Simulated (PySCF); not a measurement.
Molecule: benzaldehyde (SMILES O=Cc1ccccc1).

Numbering as in the mapped SMILES `[O:1]=[CH:2][c:3]1[cH:4][cH:5][cH:6][cH:7][cH:8]1`. Hydrogens are named by the atom that carries them.

Geometry PBE0-D3(BJ)/def2-SVP throughout; GIAO in PySCF, gas phase, one conformer, non-relativistic; equivalent atoms averaged; functional PBE0.

Task: How do the absolute shieldings σ depend on the basis set? (a selection of nuclei; ppm; last column core-seconds on shared hosts with different chips, so compare them loosely)

Result: 
```
    basis set  functions      O1     C2     C6  C4/C8  C5/C7  H(C2)  H(C4)/H(C8)  H(C6)  H(C5)/H(C7)  core-s
       STO-3G         46  -283.0  102.9  121.5  122.8  123.2  22.26        24.98  25.27        25.28     3.6
     pcSseg-0         84  -411.5  -13.1   48.6   51.7   54.2  22.11        24.82  25.23        25.25     8.5
        6-31G         84  -314.9   14.0   69.4   72.4   74.3  21.94        24.62  24.95        25.00     7.3
       6-31G*        124  -263.2   14.0   66.2   68.7   71.3  22.11        24.13  24.44        24.49      11
      cc-pVDZ        142  -283.6   11.2   63.1   66.2   68.1  21.47        23.43  23.76        23.81      20
     def2-SVP        142  -287.9    8.4   61.6   63.9   66.9  21.70        23.49  23.90        23.91      15
     pcSseg-1        166  -329.6   -9.5   44.2   48.1   50.1  21.37        23.22  23.57        23.60      16
  aug-cc-pVDZ        238  -262.1    7.0   61.8   65.2   67.6  21.00        23.14  23.53        23.60      44
6-311+G(2d,p)        252  -299.8   -6.5   48.2   51.8   54.1  21.19        23.30  23.66        23.76      31
    def2-TZVP        284  -307.2   -7.6   46.7   50.4   52.9  21.19        23.27  23.66        23.72      52
      cc-pVTZ        324  -305.2   -5.9   48.3   51.9   54.2  21.10        23.12  23.50        23.57      63
```

Task: Which nucleus among those listed moves most, in ppm?

Result: O1 (aldehyde oxygen): from -411.5 ppm with pcSseg-0 to -262.1 ppm with aug-cc-pVDZ. The smallest spread is 1.26 ppm, at H(C2). Proton shifts span only some 12 ppm, so a few tenths of a ppm matter as much there as several ppm in carbon.

Task: Taking the largest basis, cc-pVTZ (324 functions), as the yardstick, rank the others by their worst heavy-atom deviation.

Result: def2-TZVP 2.1 ppm (284 functions), 6-311+G(2d,p) 5.4 ppm (252 functions), def2-SVP 17.2 ppm (142 functions), 6-31G 21.1 ppm (84 functions), cc-pVDZ 21.6 ppm (142 functions), pcSseg-1 24.4 ppm (166 functions), 6-31G* 42.0 ppm (124 functions), aug-cc-pVDZ 43.0 ppm (238 functions), pcSseg-0 106.3 ppm (84 functions), STO-3G 108.8 ppm (46 functions).

A small basis that lands close on one nucleus may do so by chance; judge by the trend and by all nuclei.
